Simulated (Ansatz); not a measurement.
Take GeO$_{2}$ in the rutile structure (space group P4_2/mnm, No. 136; a = 4.488 Å, c = 2.905 Å) as the base.

All numbers come from plane-wave PAW DFT at the PBE level (Ansatz, a first-principles code, 420 eV), without spin-orbit coupling.

Carriers are added at fixed cell with a uniform background; the Fermi–Dirac width is that of 300 K.

One change was made to it. Results:

The gap character stays direct at Γ; the gap between the host's bands goes up by 0.185 eV (1.23 eV → 1.41 eV); the Fermi level relative to the doped band's edge (positive inside the band; to 0.05 eV) amounts to +0.60 eV.

What was done to the base?
A) holes 5.0×10^21 cm⁻³
B) holes 7.0×10^21 cm⁻³
C) electrons 7.0×10^21 cm⁻³

B, holes 7.0×10^21 cm⁻³. For comparison, the gap between the host's bands in the other runs: holes 5.0×10^21 cm⁻³ gives 1.36 eV; electrons 7.0×10^21 cm⁻³ gives 1.17 eV.

Charged cell with a jellium background: band edges are those of the host's band count, energies are not comparable with the neutral cell, and many-body gap narrowing is missing. Whether these cells are dynamically stable was not tested.
